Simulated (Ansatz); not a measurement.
**MnF2 in Ansatz: the effect of functional**

MnF2:

```
CELL_PARAMETERS angstrom
4.87380 0.00000 0.00000
0.00000 4.87380 0.00000
0.00000 0.00000 3.31070
ATOMIC_POSITIONS crystal
Mn 0.50000 0.50000 0.50000
Mn 0.00000 0.00000 0.00000
F 0.80530 0.19470 0.50000
F 0.69470 0.69470 0.00000
F 0.19470 0.80530 0.50000
F 0.30530 0.30530 0.00000
```

Alike in all runs:

| Item | Value |
| --- | --- |
| Program | Ansatz 0.2.0 |
| Task | equation of state |
| Potentials or basis | Ansatz PAW |
| k mesh | 6 × 6 × 8 |
| Occupations | fermi-dirac, width 0.05 eV |
| Spin | collinear spin, ferromagnetic start |
| Starting moments | [4.0, 4.0, 0.0, 0.0, 0.0, 0.0] μB |

| functional | cutoff | V0 of scaled cells (Å³/atom) | B0 (GPa) |
| --- | --- | --- | --- |
| PBE | 420 eV | ? | ? |
| LDA | 420 eV | 12.38 | 113 |
| r2SCAN | 500 eV | 13.10 | 101 |

Problem. What does the run with functional PBE give?

Solution. V0 of scaled cells 13.62 Å³/atom; B0 88 GPa.

Caveats: the cell was scaled at fixed shape and fractional positions, which overstates the stiffness of a crystal with free parameters, most of all of layers and chains; the magnetic or orbital state may not be the lowest (some runs); the PAW data sets were made with another functional, which shifts forces and pressure a little (some runs).
